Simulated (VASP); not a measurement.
**Zn and the effect of the functional**

It takes space group Pm-3m (No. 221, cubic). The conventional cell has a = 3.771 Å, b = 3.771 Å, c = 3.771 Å, α = 90.00°, β = 90.00°, γ = 90.00°. Around Zn (site symmetry 4/mmm) lie 8 Zn at 2.67 Å.

This isn't the form of Zn at room conditions, which is hcp.

Kept alike: task band structure; k mesh 7 × 7 × 7; occupations fermi-dirac, width 0.05 eV; no spin polarisation. Program: VASP, PBE PAW files Zn, 520 eV. The mesh is that of the run's cell of 3 atoms. No spin-orbit coupling.

```csv
functional,pressure (GPa)
SCAN,-4.34
TPSS,-4.58
r2SCAN,-3.60
```

Pressure is positive in compression; the values hold the error of the finite cutoff, so their zero can differ a little from the energy's minimum. For a metal such a mesh leaves the last digits unconverged. Runs of this series that gave no sound value for these columns are left out. All rows use potentials made for PBE.

The pressure runs from -4.58 (TPSS) to -3.60 GPa (r2SCAN). A positive pressure means that the functional's own cell is larger than the one given, a negative one that it is smaller.
